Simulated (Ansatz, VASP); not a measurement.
## PbSe in VASP and in Ansatz

```xyz
2
Lattice="0.0000 3.0578 3.0578 3.0578 0.0000 3.0578 3.0578 3.0578 0.0000" Properties=species:S:1:pos:R:3 pbc="T T T"
Pb    3.0578    3.0578    3.0578
Se    0.0000    0.0000    0.0000
```

Alike in both runs: task single point; functional BLYP; dispersion D3(BJ); k mesh 6 × 6 × 6; occupations gaussian, width 0.05 eV; no spin polarisation.

|  | VASP | Ansatz |
| --- | --- | --- |
| version | VASP 6.6.1 | Ansatz 0.2.0 |
| potentials or method | VASP PAW PBE potentials, release 64 (Pb_d, Se) | scalar-relativistic, plane waves, PAW |
| plane-wave cutoff (eV) | 520 | 420 |
| valence electrons in the cell | 20 | 30 |

|  | VASP | Ansatz | Ansatz less VASP |
| --- | --- | --- | --- |
| gap on the k mesh at the Fermi level (eV) | 0.39 | 0.40 | +0.017 |
| least direct gap on the mesh (eV) | 0.39 | 0.40 | +0.017 |
| pressure (GPa) | 1.2 | 1.1 | -0.18 |
| dispersion energy (meV/atom) | -868.0 | -868.1 | -0.10 |

The two sets of potentials don't hold the same shells in valence.

Caveats: the PAW data sets were made with another functional, which shifts forces and pressure a little (VASP); spin-orbit coupling is left out, which as a rule narrows the gap of such compounds by several tenths of an eV.
